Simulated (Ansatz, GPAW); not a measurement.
## One calculation of Co, 3 ways

```
CELL_PARAMETERS angstrom
2.47200 0.00000 0.00000
-1.23600 2.14081 0.00000
0.00000 0.00000 4.02114
ATOMIC_POSITIONS crystal
Co 0.66667 0.33333 0.75000
Co 0.33333 0.66667 0.25000
```

Alike in all runs: task single point; functional PBE; k mesh 12 × 12 × 7; occupations gaussian, width 0.023 eV; collinear spin, ferromagnetic start; no spin-orbit coupling. Pressure is positive in compression and, in plane waves, holds the error of the finite cutoff, which Ansatz's Pulay term estimates and takes out.

```json
{"program and potentials": "Ansatz, Ansatz PAW", "plane-wave cutoff (eV)": "420", "notes": "17 valence electrons an atom on average; Pulay term of +0.18 GPa included", "pressure (GPa)": "4.72", "net moment per atom (μB)": "1.61"}
{"program and potentials": "Ansatz, all-electron LAPW, scalar-relativistic", "plane-wave cutoff (eV)": "-", "notes": "-", "pressure (GPa)": "4.61", "net moment per atom (μB)": "1.61"}
{"program and potentials": "GPAW, GPAW PAW data sets (gpaw-data 1.2.1)", "plane-wave cutoff (eV)": "600", "notes": "9 valence electrons an atom on average", "pressure (GPa)": "4.78", "net moment per atom (μB)": "1.61"}
```

The pressure spans 4.61 (Ansatz, all-electron LAPW, scalar-relativistic) to 4.78 GPa (GPAW, GPAW PAW data sets (gpaw-data 1.2.1)), with all-electron results at 4.61. All agree on the net moment per atom. The state is the one that the start led to, which needn't be the lowest.

The functional is the same throughout but for its coding, so the spread measures potentials, basis and numerics; runs on potential files found faulty are left out.
